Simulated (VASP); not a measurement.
# BaTiO3 (Pm-3m) in VASP: a series of runs, part 2 of 2

VASP 6.6.1.

## (4) Single point, LDA

Contents of INCAR:

```
PREC = Accurate
ENCUT = 460
EDIFF = 1E-7
ISMEAR = 0
SIGMA = 0.05
LREAL = False
LASPH = True
NELM = 100
ALGO = Normal
ISIF = 2
LWAVE = False
LCHARG = False
GGA = CA
ADDGRID = False
```

Contents of KPOINTS:

```
Automatic mesh
0
Gamma
  3 3 3
```

Contents of POSCAR:

```
BaTiO3
1.0
    4.0060000000      0.0000000000      0.0000000000
    0.0000000000      4.0060000000      0.0000000000
    0.0000000000      0.0000000000      4.0060000000
Ba Ti O
1 1 3
Direct
    0.5000000000      0.5000000000      0.5000000000
    0.0000000000      0.0000000000      0.0000000000
    0.0000000000      0.0000000000      0.5000000000
    0.0000000000      0.5000000000      0.0000000000
    0.5000000000      0.0000000000      0.0000000000
```

Potentials or basis: VASP PAW LDA potentials, release 64 (Ba_sv, Ti_sv, O).

Command:

```bash
cat potpaw_LDA.64/Ba_sv/POTCAR potpaw_LDA.64/Ti_sv/POTCAR potpaw_LDA.64/O/POTCAR > POTCAR
mpirun -np 1 vasp_std > vasp.out
```

OUTCAR:

```text
PREC = Accurate
   ENCUT = 460
   EDIFF = 1E-7
   ISMEAR = 0
   LREAL = False
   LASPH = True
   NELM = 100
   ISIF = 2
   GGA = CA

 Found      4 irreducible k-points:

 Following reciprocal coordinates:
            Coordinates               Weight
  0.000000  0.000000  0.000000      1.000000
  0.333333  0.000000  0.000000      6.000000
  0.333333  0.333333  0.000000     12.000000
  0.333333  0.333333  0.333333      8.000000
   k-points           NKPTS =      4   k-points in BZ     NKDIM =      4   number of bands    NBANDS=     24
   number of dos      NEDOS =    301   number of ions     NIONS =      5
   total plane-waves  NPLWV =  21952
   dimension x,y,z NGX =    28 NGY =   28 NGZ =   28
   dimension x,y,z NGXF=    56 NGYF=   56 NGZF=   56
   ions per type =               1   1   3
   NGX,Y,Z   is equivalent  to a cutoff of  11.62, 11.62, 11.62 a.u.
   NGXF,Y,Z  is equivalent  to a cutoff of  23.24, 23.24, 23.24 a.u.
 SYSTEM =  unknown system
   PREC   = accura    normal or accurate (medium, high low for compatibility)
   ISTART =      0    job   : 0-new  1-cont  2-samecut
   ICHARG =      2    charge: 1-file 2-atom 10-const
   ISPIN  =      1    spin polarized calculation?
   LNONCOLLINEAR =      F non collinear calculations
[... 56 lines left out ...]
 cond. band min:       5.0959041173   @ k =   0.0000   0.0000   0.0000
 fundamental gap:      1.7160983604
 Fermi energy:         3.7085301215

 k-point     1 :       0.0000    0.0000    0.0000
  band No.  band energies     occupation
      1     -52.4811      2.00000
      2     -29.0905      2.00000
      3     -29.0905      2.00000
      4     -29.0905      2.00000
      5     -21.1535      2.00000
      6     -13.0526      2.00000
[... 97 lines left out ...]
     23       7.0815      0.00000
     24      10.1664      0.00000

------------------------ aborting loop because EDIFF is reached ----------------------------------------

  FORCE on cell =-STRESS in cart. coord.  units (eV):
  Direction    XX          YY          ZZ          XY          YZ          ZX
  --------------------------------------------------------------------------------------
  -------------------------------------------------------------------------------------
  Total       -3.1019163     -3.1019163     -3.1019163     -0.0000000     -0.0000000      0.0000000
  in kB      -77.3050426    -77.3050426    -77.3050426     -0.0000000     -0.0000000      0.0000000
  external PRESSURE =     -77.3050426 kB  Pullay stress =       0.0000000 kB

 VOLUME and BASIS-vectors are now :
 -----------------------------------------------------------------------------
  energy-cutoff  :      460.00
  volume of cell :       64.29
      direct lattice vectors                 reciprocal lattice vectors
     4.006000000  0.000000000  0.000000000     0.249625562  0.000000000  0.000000000
     0.000000000  4.006000000  0.000000000     0.000000000  0.249625562  0.000000000
     0.000000000  0.000000000  4.006000000     0.000000000  0.000000000  0.249625562

 POSITION                                       TOTAL-FORCE (eV/Angst)
 -----------------------------------------------------------------------------------
      2.00300      2.00300      2.00300         0.000000      0.000000      0.000000
      0.00000      0.00000      0.00000         0.000000      0.000000      0.000000
      0.00000      0.00000      2.00300         0.000000      0.000000      0.000000
      0.00000      2.00300      0.00000         0.000000      0.000000      0.000000
      2.00300      0.00000      0.00000         0.000000      0.000000      0.000000
 -----------------------------------------------------------------------------------
    total drift:                                0.000000      0.000000     -0.000000

  FREE ENERGIE OF THE ION-ELECTRON SYSTEM (eV)
  ---------------------------------------------------
  free  energy   TOTEN  =       -44.0052575983 eV

  energy  without entropy=      -44.0052575983  energy(sigma->0) =      -44.00525760
```

OSZICAR:

```text
N       E                     dE             d eps       ncg     rms          rms(c)
DAV:   1     0.394242294718E+03    0.39424E+03   -0.19248E+04   192   0.161E+03
DAV:   2    -0.220533638039E+02   -0.41630E+03   -0.41215E+03   232   0.447E+02
DAV:   3    -0.534550096249E+02   -0.31402E+02   -0.31365E+02   256   0.131E+02
DAV:   4    -0.547854449581E+02   -0.13304E+01   -0.13301E+01   264   0.235E+01
DAV:   5    -0.548168323070E+02   -0.31387E-01   -0.31387E-01   280   0.289E+00    0.224E+01
DAV:   6    -0.443422501664E+02    0.10475E+02   -0.73069E+01   296   0.752E+01    0.988E+00
DAV:   7    -0.441841396734E+02    0.15811E+00   -0.99502E+00   264   0.233E+01    0.584E+00
DAV:   8    -0.440166027025E+02    0.16754E+00   -0.11766E+00   240   0.998E+00    0.223E+00
DAV:   9    -0.440190643849E+02   -0.24617E-02   -0.18140E-01   232   0.304E+00    0.960E-01
DAV:  10    -0.440075497438E+02    0.11515E-01   -0.10600E-01   240   0.287E+00    0.379E-01
DAV:  11    -0.440055133229E+02    0.20364E-02   -0.20911E-02   264   0.936E-01    0.135E-01
DAV:  12    -0.440052644105E+02    0.24891E-03   -0.23941E-03   240   0.449E-01    0.443E-02
DAV:  13    -0.440052711200E+02   -0.67095E-05   -0.12231E-04   256   0.772E-02    0.270E-02
DAV:  14    -0.440052575153E+02    0.13605E-04   -0.82726E-05   224   0.541E-02    0.674E-03
DAV:  15    -0.440052580134E+02   -0.49810E-06   -0.37339E-06   224   0.136E-02    0.683E-03
DAV:  16    -0.440052580065E+02    0.68299E-08   -0.10537E-06   256   0.745E-03    0.560E-03
DAV:  17    -0.440052575942E+02    0.41228E-06   -0.16006E-06   240   0.107E-02    0.105E-03
DAV:  18    -0.440052575983E+02   -0.40027E-08   -0.52180E-08   104   0.155E-03
   1 F= -.44005258E+02 E0= -.44005258E+02  d E =-.529979E-21
```

stdout:

```text
POSCAR found type information on POSCAR BaTiO
 POSCAR found :  3 types and       5 ions
 scaLAPACK will be used
 LDA part: xc-table for (Slater(with rela. corr.)+CA(PZ))
 , standard interpolation
 POSCAR, INCAR and KPOINTS ok, starting setup
 FFT: planning ... GRIDC
 FFT: planning ... GRID_SOFT
 FFT: planning ... GRID
 WAVECAR not read
 entering main loop
```

It took 8.8 s on 1 thread of AMD EPYC 7R13 (Zen 3), shared host; peak memory 0.11 GiB.

These settings aren't checked as converged: the numbers below hold their error.

Results:

```
Free energy            : -44.0053 eV
Pressure               : -7.7 GPa
Band gap on the k mesh : 1.72 eV, direct
```

Caveat: the k mesh is coarse (spacing up to 0.52 Å⁻¹), so the values aren't converged; the cutoff is under 1.25 times the usual one of these potentials, so pressure, stress and relaxed cells hold a basis-set (Pulay) error; spin-orbit coupling is left out, which moves the levels of the heavy elements; an odd mesh through Γ misses points on the zone boundary, where band edges often lie.
